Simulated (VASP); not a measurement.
A run of VASP 6.6.1:

The input INCAR:

```
  ALGO = Normal
  EDIFF = 1E-6
  ENCUT = 520
  GGA = PE
  ISIF = 2
  ISMEAR = 0
  LASPH = T
  LCHARG = F
  LREAL = F
  LWAVE = F
  NBANDS = 11
  NELM = 100
  PREC = Accurate
  SIGMA = 0.02
```

KPOINTS

```
k-points
0
Gamma
  8 8 8
```

File POSCAR:

```
Si
1.0
    0.0000000000      2.7350468258      2.7350468258
    2.7350468258      0.0000000000      2.7350468258
    2.7350468258      2.7350468258      0.0000000000
Si
2
Direct
    0.0000000000      0.0000000000      0.0000000000
    0.2500000000      0.2500000000      0.2500000000
```

Potentials or basis: VASP PAW PBE potentials, release 64 (Si).

Launch:

```bash
$ cat potpaw_PBE.64/Si/POTCAR > POTCAR
$ mpirun -np 1 vasp_std > vasp.out
```

Hardware: 1 thread of Intel(R) Xeon(R) Platinum 8488C (Sapphire Rapids), on a shared host.

Task: Estimate the wall time of this run.

Result: Wall time 8.5 s on 1 thread of Intel(R) Xeon(R) Platinum 8488C (Sapphire Rapids), on a shared host, peak memory 0.16 GiB. Counts: scf iterations 11, k points 29.
